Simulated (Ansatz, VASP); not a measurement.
## One calculation of Ag, two programs

```xyz
1
Lattice="0.0000 1.9631 1.9631 1.9631 0.0000 1.9631 1.9631 1.9631 0.0000" Properties=species:S:1:pos:R:3 pbc="T T T"
Ag    0.0000    0.0000    0.0000
```

Alike in both runs: functional PBEsol; k mesh 24 × 24 × 24; occupations fermi-dirac, width 0.1 eV; no spin polarisation.

Ansatz relaxed the structure, and its values are those at the end. VASP's run is a single point on that final structure, the one shown.

|  | VASP | Ansatz |
| --- | --- | --- |
| version | VASP 6.6.1 | Ansatz 0.2.0 |
| potentials or method | VASP PAW PBE potentials, release 64 (Ag) | PAW with Ansatz's default frozen-core files, scalar-relativistic |
| plane-wave cutoff (eV) | 520 | 420 |
| valence electrons in the cell | 11 | 19 |

VASP gave:

```
pressure (GPa) : 14.6
```

Task: Which values does Ansatz return?

Result: Pressure (GPa): 15.0.

The two sets of potentials don't hold the same shells in valence.

Caveats: the PAW data sets were made with another functional, which shifts forces and pressure a little (VASP).
